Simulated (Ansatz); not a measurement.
# Ruthenium, simple cubic under r²SCAN: from relaxation to bulk modulus, part 2 of 3

What does r²SCAN give for ruthenium in the simple cubic structure? We relax it, solve it on a dense k-mesh, then scale the cell to 7 volumes from 88 to 112 % of the relaxed one and try a fit of the equation of state. The start is ferromagnetic. The k-meshes are 13×13×13 for the relaxation; 21×21×21 for the dense run; 21×21×21 for the volumes.

Ansatz 0.2.0; DFT, r2SCAN, plane waves (500 eV) with PAW, scalar-relativistic.

**3. Single point on a dense mesh**

This is Ru in the simple cubic structure; at room conditions it is hcp.

input.yaml

```yaml
crystal:
  lattice:
    - [2.4904132376, 0.0, 0.0]
    - [0.0, 2.4904132376, 0.0]
    - [0.0, 0.0, 2.4904132376]
  atoms:
    - { symbol: Ru, position: [0.0, 0.0, 0.0], spin: 1.0 }
hamiltonian:
  xc: r2scan
  pseudopotentials:
    kind: paw
    azcp:
      Ru: "pseudopotentials/Ru.paw.azcp"
basis:
  ecutwfc: 500
  fft_grid_basis: typed
kpoints:
  mp_grid: { grid: [21, 21, 21], shift: [0, 0, 0] }
magnetization:
  spin_polarized: true
scf:
  occupations: { method: fermi_dirac, width: 0.05 }
```

Output (excerpt; [...] marks lines left out):

```text
Warning: RAYON_NUM_THREADS=2 ignored (pool sized by the plan → 2); use --threads N
[...]
Pseudopotentials: kind: paw
Pseudopotential: Ru, paw, valence charge 16, recommended cutoff 500 eV (meta_gga), <dir>
Functional definition: r2SCAN
[...]
Crystal: 1 atoms, lattice volume = 15.446 Å³
Basis set: ecut = 500 eV, 389 PW (Γ), exchange–correlation on 80×80×80 points (64 copies of the dense FFT grid, shifted against one another)
Bands: 13, of which v1, the nominal top of the filled ones, is band 8 counted from 1 (7 counted from 0)
Symmetry: 48 space group operations
[...]
WARN: the starting moments were not kept: the SCF closed with an absolute magnetisation of 1.2e-6 μB, where they sum to 1 μB in size (1 site). That is at most 0.1 of that sum. Measured as dr2_m measures the in/out step, that magnetisation stands 6.2e-13 eV from none, at or under the [...]
this state was not tested for a lower state beside it, because the mixer in use, unlike msr1, does not test its closes by its own steps (another_mixer; see scf.mixing.algorithm and scf.lower_state_search)
SCF converged after 25 iterations
Magnetization: -0.0000 μB (8.0000 up, 8.0000 down)
Absolute magnetization: 0.0000 μB (∫|ρ↑−ρ↓|, with the PAW one-centre terms)
Spin contamination: 0.0000 ħ² per cell (⟨S²⟩ above its minimum at these occupations)
Per-site moments (μB) at R_I (Å): [(-1.0402282342404855e-6, 1.02729546051)]
Free energy (F): -5889.542646 eV
[...]
E sigma→0 (E₀):  -5889.536562 eV
Entropy (-TS):   -0.012169 eV (-12.169 meV/atom)
Fermi energy:    20.226003 eV
[...]
```

It took 38 s on 2 threads of an Arm CPU, shared host; peak memory 0.4 GiB.

**4. The cell scaled to 88 % of its volume**

input.yaml: that of step 3 with these lines changed.

```diff
@@ -2,5 +2,5 @@
   lattice:
-    - [2.4904132376, 0.0, 0.0]
-    - [0.0, 2.4904132376, 0.0]
-    - [0.0, 0.0, 2.4904132376]
+    - [2.3865230878, 0.0, 0.0]
+    - [0.0, 2.3865230878, 0.0]
+    - [0.0, 0.0, 2.3865230878]
   atoms:
@@ -22 +22,3 @@
   occupations: { method: fermi_dirac, width: 0.05 }
+output:
+  stress: true
```

Output (excerpt; [...] marks lines left out):

```text
Warning: RAYON_NUM_THREADS=2 ignored (pool sized by the plan → 2); use --threads N
[...]
[... 3 set-up lines as earlier in the session ...]
[...]
Crystal: 1 atoms, lattice volume = 13.592 Å³
Basis set: ecut = 500 eV, 341 PW (Γ), exchange–correlation on 72×72×72 points (64 copies of the dense FFT grid, shifted against one another)
Bands: 13, of which v1, the nominal top of the filled ones, is band 8 counted from 1 (7 counted from 0)
[... 1 set-up line as earlier in the session ...]
[...]
WARN: the starting moments were not kept: the SCF closed with an absolute magnetisation of 4.5e-6 μB, where they sum to 1 μB in size (1 site). That is at most 0.1 of that sum. Measured as dr2_m measures the in/out step, that magnetisation stands 1.0e-11 eV from none, at or under the [...]
SCF converged after 19 iterations
Magnetization: -0.0000 μB (8.0000 up, 8.0000 down)
Absolute magnetization: 0.0000 μB (∫|ρ↑−ρ↓|, with the PAW one-centre terms)
Spin contamination: 0.0000 ħ² per cell (⟨S²⟩ above its minimum at these occupations)
Per-site moments (μB) at R_I (Å): [(-3.8857026457108835e-6, 0.9844407737175)]
Free energy (F): -5889.328404 eV
[...]
E sigma→0 (E₀):  -5889.323294 eV
Entropy (-TS):   -0.010221 eV (-10.221 meV/atom)
Fermi energy:    23.750219 eV
[...]
--- Stress (GPa, compression-positive) ---
       41.543604       0.000000       0.000000
        0.000000      41.543604       0.000000
        0.000000       0.000000      41.543604
  P = ⅓ Tr σ = 41.5436 GPa (415.436 kbar)
```

Run time: 15 s. Hardware: 2 threads of an Arm CPU, shared host; peak memory 0.38 GiB.

**5. The cell scaled to 92 % of its volume**

input.yaml: that of step 4 with these lines changed.

```diff
@@ -2,5 +2,5 @@
   lattice:
-    - [2.3865230878, 0.0, 0.0]
-    - [0.0, 2.3865230878, 0.0]
-    - [0.0, 0.0, 2.3865230878]
+    - [2.4221480875, 0.0, 0.0]
+    - [0.0, 2.4221480875, 0.0]
+    - [0.0, 0.0, 2.4221480875]
   atoms:
@@ -24 +24,5 @@
   stress: true
+  write_density: true
+  write_potential: true
+  elf: true
+  volumetric_format: npy
```

Output:

```text
Warning: RAYON_NUM_THREADS=2 ignored (pool sized by the plan → 2); use --threads N
[... 9 set-up lines as earlier in the session ...]
Crystal: 1 atoms, lattice volume = 14.210 Å³
Basis set: ecut = 500 eV, 365 PW (Γ), exchange–correlation on 72×72×72 points (64 copies of the dense FFT grid, shifted against one another)
Bands: 13, of which v1, the nominal top of the filled ones, is band 8 counted from 1 (7 counted from 0)
[... 2 set-up lines as earlier in the session ...]
Magnetic group: BNS 221.92 (UNI 1594), of the structure as read, at distance tolerance 2.4e-5 Å
k-points: 286 of 9261
[... 5 set-up lines as earlier in the session ...]
Starting moments: Σ|m| = 1 μB on 1 of 1 site
[... 2 set-up lines as earlier in the session ...]
SCF iter   1: F=—  HF=-5889.917079 eV  |F-HF|=—  |Δ(HF+E_count)|=         —  Δρ=5.15e-2 (↑5.15e-2 ↓4.23e-2)  dr2=1.08e0  dr2_τ=8.88e-3  dr2_m=3.25e-2  M=0.663 μB ∫|m|=0.668 μB  β_m=0.89  ethr=3.10e-3  ⟨swp⟩=5.9  Hψ=42137  notcnv=0
Mixer restart at iter 1: flushing history
preconditioner: auto → none  [metal: Δε(μ)=0.005 eV  Ē_g=13.892 eV  σ=0.050 eV  W_gap=0.03  n_scr=6 (ndim 8)  ℏωp=27.9 eV  f_vac=0.000  D(μ)=1.28/eV (n_scr^D=18)  sad-step TF]
SCF iter   2: F=—  HF=-5889.434423 eV  |F-HF|=—  |Δ(HF+E_count)|=   4.83e-1  Δρ=2.78e-2 (↑2.78e-2 ↓2.65e-2)  dr2=3.88e-1  dr2_τ=4.36e-3  dr2_m=2.49e-3  M=0.599 μB ∫|m|=0.621 μB  β_m=0.53  ethr=3.10e-3  ⟨swp⟩=2.0  Hψ=14515  notcnv=0  defer=221  κ⁻¹=1.0e0(r=1)
SCF iter   3: F=—  HF=-5889.359736 eV  |F-HF|=—  |Δ(HF+E_count)|=   7.47e-2  Δρ=8.10e-3 (↑8.10e-3 ↓6.47e-3)  dr2=1.25e-2  dr2_τ=3.40e-4  dr2_m=1.85e-3  M=0.495 μB ∫|m|=0.537 μB  β_m=1.00  ethr=2.42e-3  ⟨swp⟩=2.8  Hψ=13450  notcnv=0  defer=221  κ⁻¹=4.2e-2(r=2)
SCF iter   4: F=—  HF=-5889.446765 eV  |F-HF|=—  |Δ(HF+E_count)|=         —  Δρ=1.80e-2 (↑1.79e-2 ↓1.80e-2)  dr2=2.17e-3  dr2_τ=4.57e-3  dr2_m=4.04e-2  M=0.226 μB ∫|m|=0.255 μB  β_m=0.57  ethr=7.82e-5  ⟨swp⟩=2.6  Hψ=14350  notcnv=0  defer=217
Mixer restart at iter 4: flushing history
SCF iter   5: F=—  HF=-5889.459424 eV  |F-HF|=—  |Δ(HF+E_count)|=   1.27e-2  Δρ=1.34e-2 (↑1.33e-2 ↓1.34e-2)  dr2=1.02e-3  dr2_τ=7.31e-4  dr2_m=2.24e-2  M=0.151 μB ∫|m|=0.172 μB  β_m=0.32  ethr=1.36e-5  ⟨swp⟩=2.1  Hψ=14806  notcnv=0  defer=214  κ⁻¹=1.0e0(r=1)
SCF iter   6: F=—  HF=-5889.459714 eV  |F-HF|=—  |Δ(HF+E_count)|=   2.90e-4  Δρ=3.93e-3 (↑3.61e-3 ↓3.93e-3)  dr2=6.46e-5  dr2_τ=2.73e-5  dr2_m=1.83e-3  M=-0.009 μB ∫|m|=0.011 μB  β_m=1.00  ethr=6.40e-6  ⟨swp⟩=2.9  Hψ=18038  notcnv=0  defer=206  κ⁻¹=4.7e-2(r=2)
SCF iter   7: F=—  HF=-5889.454852 eV  |F-HF|=—  |Δ(HF+E_count)|=   4.86e-3  Δρ=7.58e-4 (↑5.23e-4 ↓7.58e-4)  dr2=5.68e-5  dr2_τ=3.22e-6  dr2_m=2.31e-5  M=-0.068 μB ∫|m|=0.071 μB  β_m=1.00  ethr=4.04e-7  ⟨swp⟩=3.2  Hψ=20326  notcnv=0  defer=189  κ⁻¹=4.8e-3(r=3)
SCF iter   8: F=—  HF=-5889.453870 eV  |F-HF|=—  |Δ(HF+E_count)|=   9.81e-4  Δρ=7.60e-4 (↑7.60e-4 ↓6.90e-4)  dr2=1.91e-5  dr2_τ=7.01e-6  dr2_m=5.61e-5  M=-0.063 μB ∫|m|=0.066 μB  β_m=1.00  ethr=3.55e-7  ⟨swp⟩=2.0  Hψ=12279  notcnv=0  defer=188  κ⁻¹=8.5e-4(r=4)
SCF iter   9: F=—  HF=-5889.454328 eV  |F-HF|=—  |Δ(HF+E_count)|=   4.58e-4  Δρ=3.97e-4 (↑3.97e-4 ↓3.69e-4)  dr2=8.99e-7  dr2_τ=2.17e-6  dr2_m=1.89e-5  M=-0.033 μB ∫|m|=0.035 μB  β_m=1.00  ethr=1.19e-7  ⟨swp⟩=2.6  Hψ=12643  notcnv=0  defer=188  κ⁻¹=3.8e-5(r=5)
SCF iter  10: F=—  HF=-5889.454382 eV  |F-HF|=—  |Δ(HF+E_count)|=   5.44e-5  Δρ=3.36e-4 (↑3.36e-4 ↓3.04e-4)  dr2=9.25e-7  dr2_τ=1.52e-6  dr2_m=1.31e-5  M=-0.028 μB ∫|m|=0.030 μB  β_m=1.00  ethr=5.62e-9  ⟨swp⟩=2.1  Hψ=12478  notcnv=0  defer=188  κ⁻¹=5.4e-7(r=6)
SCF iter  11: F=—  HF=-5889.454510 eV  |F-HF|=—  |Δ(HF+E_count)|=   1.28e-4  Δρ=1.53e-4 (↑1.53e-4 ↓1.27e-4)  dr2=4.74e-7  dr2_τ=2.99e-7  dr2_m=2.43e-6  M=-0.009 μB ∫|m|=0.010 μB  β_m=1.00  ethr=5.62e-9  ⟨swp⟩=3.0  Hψ=16739  notcnv=0  defer=188  κ⁻¹=3.8e-7(r=7)
SCF iter  12: F=—  HF=-5889.454511 eV  |F-HF|=—  |Δ(HF+E_count)|=   7.06e-7  Δρ=9.52e-5 (↑9.36e-5 ↓9.52e-5)  dr2=5.51e-9  dr2_τ=1.41e-7  dr2_m=1.16e-6  M=0.013 μB ∫|m|=0.013 μB  β_m=1.00  ethr=2.96e-9  ⟨swp⟩=3.0  Hψ=16818  notcnv=0  defer=188  κ⁻¹=3.6e-7(r=8)
SCF iter  13: F=—  HF=-5889.454524 eV  |F-HF|=—  |Δ(HF+E_count)|=   1.31e-5  Δρ=6.90e-5 (↑6.79e-5 ↓6.90e-5)  dr2=2.63e-9  dr2_τ=7.23e-8  dr2_m=6.09e-7  M=0.007 μB ∫|m|=0.007 μB  β_m=1.00  ethr=3.44e-11  ⟨swp⟩=4.3  Hψ=20733  notcnv=0  defer=188  κ⁻¹=2.0e-7(r=8)
SCF iter  14: F=—  HF=-5889.454531 eV  |F-HF|=—  |Δ(HF+E_count)|=   6.98e-6  Δρ=3.16e-6 (↑3.16e-6 ↓1.82e-6)  dr2=7.02e-10  dr2_τ=5.27e-11  dr2_m=2.23e-10  M=-0.001 μB ∫|m|=0.001 μB  β_m=1.00  ethr=1.64e-11  ⟨swp⟩=4.0  Hψ=21436  notcnv=0  defer=188  κ⁻¹=6.0e-7(r=8)
SCF iter  15: F=—  HF=-5889.454531 eV  |F-HF|=—  |Δ(HF+E_count)|=   2.51e-8  Δρ=3.49e-6 (↑2.61e-6 ↓3.49e-6)  dr2=2.81e-10  dr2_τ=1.21e-10  dr2_m=1.01e-9  M=0.000 μB ∫|m|=0.000 μB  β_m=1.00  ethr=4.39e-12  ⟨swp⟩=3.0  Hψ=16802  notcnv=0  defer=188  κ⁻¹=3.5e-7(r=8)
SCF iter  16: F=—  HF=-5889.454531 eV  |F-HF|=—  |Δ(HF+E_count)|=   1.52e-8  Δρ=4.05e-6 (↑3.92e-6 ↓4.05e-6)  dr2=2.78e-11  dr2_τ=2.43e-10  dr2_m=2.05e-9  M=0.000 μB ∫|m|=0.000 μB  β_m=1.00  ethr=1.76e-12  ⟨swp⟩=2.9  Hψ=14890  notcnv=0  defer=188  κ⁻¹=8.6e-7(r=8)
SCF iter  17: F=—  HF=-5889.454531 eV  |F-HF|=—  |Δ(HF+E_count)|=   2.77e-8  Δρ=7.69e-7 (↑6.98e-7 ↓7.69e-7)  dr2=1.93e-12  dr2_τ=8.07e-12  dr2_m=6.97e-11  M=0.000 μB ∫|m|=0.000 μB  β_m=1.00  ethr=1.00e-12  ⟨swp⟩=3.0  Hψ=16786  notcnv=0  defer=188  κ⁻¹=2.0e-7(r=8)
SCF iter  18: F=-5889.454531 eV  HF=-5889.454531 eV  |F-HF|=5.46e-12  |Δ(HF+E_count)|=   1.09e-9  Δρ=7.79e-8 (↑4.18e-8 ↓7.79e-8)  dr2=4.38e-13  dr2_τ=2.76e-14  dr2_m=1.40e-13  M=-0.000 μB ∫|m|=0.000 μB  ethr=1.00e-12  ⟨swp⟩=5.3  Hψ=38380  notcnv=0
SCF 1 converged in 18 iterations: F = -5889.454531 eV  dr2 = 4.38e-13
WARN: the starting moments were not kept: the SCF closed with an absolute magnetisation of 1.1e-6 μB, where they sum to 1 μB in size (1 site). That is at most 0.1 of that sum. Measured as dr2_m measures the in/out step, that magnetisation stands 7.3e-13 eV from none, at or under the dr2_threshold of 1.0e-7 eV: it is no larger than a step whose dr2_m would equal this threshold. The system may hold no moment; this SCF shows only that its start led to no more than that. To try another start: raise the starting moments (crystal.atoms[].spin, magnetization.per_species, magnetization.initial_magnetization, or on a non-collinear deck that types none of these the spinor_matrix: blocks that start its atoms; where the total moment is fixed, keep their sum and leave initial_magnetization as it is; typed ones take the place of any that the run laid by itself, positive ones on a crystal's lanthanoids without a Hubbard term where scf.initial_density.shell_occupations: [] is typed) or, if the notice of its spin-set hold's release reads "site moments contracting" or "site moments show no strong build", lengthen the hold (scf.mixing.spin_hold: { on: { confirm: 4 } }; for m-r²SCAN on two components see the key's manual first). Each may lead to a state that holds a moment. A second SCF, from the converged charge density, with the starting moments and any scf.initial_density.shell_occupations laid on it anew, would have followed, and was not run: the deck does not ask for one (magnetization.retry_lost_moments is false, the default). To let it run, set magnetization.retry_lost_moments: true and run the deck again, where that key's refused combinations let it; where memory then withholds it, that run's warning says so.
this state was not tested for a lower state beside it, because the mixer in use, unlike msr1, does not test its closes by its own steps (another_mixer; see scf.mixing.algorithm and scf.lower_state_search)
SCF converged after 18 iterations
Magnetization: -0.0000 μB (8.0000 up, 8.0000 down)
Absolute magnetization: 0.0000 μB (∫|ρ↑−ρ↓|, with the PAW one-centre terms)
Spin contamination: 0.0000 ħ² per cell (⟨S²⟩ above its minimum at these occupations)
Per-site moments (μB) at R_I (Å): [(-9.809394269346518e-7, 0.99913608609375)]
Free energy (F): -5889.454531 eV
Harris-Foulkes:  -5889.454531 eV  (|F-HF|=5.46e-12)
Internal energy: -5889.443622 eV  (E = F + TS)
E sigma→0 (E₀):  -5889.449077 eV
Entropy (-TS):   -0.010909 eV (-10.909 meV/atom)
Fermi energy:    22.475638 eV
--- Per-component energies (eV) ---
  E_band       = -85.327803
  E_kinetic    = 519.744966
  E_local      = -1390.091812  (includes V_loc(G=0)·N_el)
  E_nonlocal   = 346.412525
  E_hartree    = 459.180621
  E_xc         = -184.687380
  E_vxc        = -267.501600  (∫ρ·V_xc dr)
  E_paw        = -3480.625523  (= ΣΔE_a)
  E_vpaw       = -231.087657  (= ΣTr[D̂ρ^β])
  E_aug_tail   = 0.000092  (compensation charges beyond the density's cutoff)
  E_vtau       = 18.834423  (kinetic-family band-sum trace: ∫τ·v_τ [+ j·A + Jᵃ·Aᵃ] dr)
  E_ewald      = -2159.066156
  E_core_change = -0.310956  (= ΣΔE_core)
  E_smearing   = -0.010909  (= −TS)
  E_closure    = 0.000000  (closes the sum)
  Σ components = -5889.454531   (vs F -5889.454531, Δ=0.00e0)
--- Stress (GPa, compression-positive) ---
       24.519624       0.000000       0.000000
        0.000000      24.519624       0.000000
        0.000000       0.000000      24.519624
  P = ⅓ Tr σ = 24.5196 GPa (245.196 kbar)
--- Band table (eV; the first three rows and the last of 572) ---
  k-point 0 ↑: bands = ["-52.9541", "-21.3393", "-21.3393", "-21.3393", "14.5131", "15.9917", "15.9917", "24.4362", "24.4362", "24.4362", "40.6729", "40.6729", "40.6729"]
  k-point 1 ↑: bands = ["-52.9494", "-21.3761", "-21.3362", "-21.3362", "14.5938", "16.0102", "16.0797", "24.3442", "24.3442", "24.4431", "40.2069", "40.8231", "40.8231"]
  k-point 2 ↑: bands = ["-52.9357", "-21.4825", "-21.3272", "-21.3272", "14.8159", "16.0646", "16.3549", "24.0841", "24.0841", "24.4632", "39.0723", "41.2542", "41.2542"]
  k-point 285 ↓: bands = ["-52.3348", "-22.4703", "-22.4693", "-22.4693", "16.7043", "16.7377", "16.7377", "26.8096", "26.8096", "32.0256", "36.7768", "37.2090", "37.2090"]
```

It took 17 s on 2 threads of an Arm CPU, shared host; peak memory 0.39 GiB.

Density in a lattice plane of the grid's cell (edges 2.42 and 2.42 Å, at 0.000 of the third edge), which holds Ru. It is the smooth density of the valence electrons, not physical close to the nuclei.

Ten even steps from '0' (0.23 e/Å³) to '9' (10.10 e/Å³):
```
999875421000000012457899
998765321000000012356789
887654211000000011245678
665442210000000001224456
444321100000000000112344
222111000000000000011122
111100000000000000000111
000000000000000000000000
000000000000000000000000
000000000000000000000000
000000000000000000000000
000000000000000000000000
111100000000000000000111
222111000000000000011122
444321100000000000112344
665442210000000001224456
887654211000000011245678
998765321000000012356789
999875421000000012457899
999876431100000113467899
```
Columns run along the first of these edges and rows up along the second, over one cell in 24 and 20 even steps from the bottom left corner. Atoms in the plane (fractional): Ru at (0.00, 0.00).

**6. The cell scaled to 96 % of its volume**

input.yaml: that of step 5 with these lines changed.

```diff
@@ -2,5 +2,5 @@
   lattice:
-    - [2.4221480875, 0.0, 0.0]
-    - [0.0, 2.4221480875, 0.0]
-    - [0.0, 0.0, 2.4221480875]
+    - [2.4567548786, 0.0, 0.0]
+    - [0.0, 2.4567548786, 0.0]
+    - [0.0, 0.0, 2.4567548786]
   atoms:
@@ -24,5 +24 @@
   stress: true
-  write_density: true
-  write_potential: true
-  elf: true
-  volumetric_format: npy
```

Output (excerpt; [...] marks lines left out):

```text
Warning: RAYON_NUM_THREADS=2 ignored (pool sized by the plan → 2); use --threads N
[...]
[... 3 set-up lines as earlier in the session ...]
[...]
Crystal: 1 atoms, lattice volume = 14.828 Å³
Basis set: ecut = 500 eV, 389 PW (Γ), exchange–correlation on 72×72×72 points (64 copies of the dense FFT grid, shifted against one another)
Bands: 13, of which v1, the nominal top of the filled ones, is band 8 counted from 1 (7 counted from 0)
[... 1 set-up line as earlier in the session ...]
[...]
WARN: the starting moments were not kept: the SCF closed with an absolute magnetisation of 1.0e-5 μB, where they sum to 1 μB in size (1 site). That is at most 0.1 of that sum. Measured as dr2_m measures the in/out step, that magnetisation stands 5.4e-11 eV from none, at or under the [...]
SCF converged after 17 iterations
Magnetization: -0.0000 μB (8.0000 up, 8.0000 down)
Absolute magnetization: 0.0000 μB (∫|ρ↑−ρ↓|, with the PAW one-centre terms)
Spin contamination: 0.0000 ħ² per cell (⟨S²⟩ above its minimum at these occupations)
Per-site moments (μB) at R_I (Å): [(-9.079330072757244e-6, 1.0134113874225001)]
Free energy (F): -5889.521963 eV
[...]
E sigma→0 (E₀):  -5889.516186 eV
Entropy (-TS):   -0.011555 eV (-11.555 meV/atom)
Fermi energy:    21.304883 eV
[...]
--- Stress (GPa, compression-positive) ---
       10.965873       0.000000       0.000000
        0.000000      10.965873       0.000000
        0.000000       0.000000      10.965873
  P = ⅓ Tr σ = 10.9659 GPa (109.659 kbar)
```

It took 14 s on 2 threads of an Arm CPU, shared host; peak memory 0.39 GiB.

(Continued in part 3 of 3.)
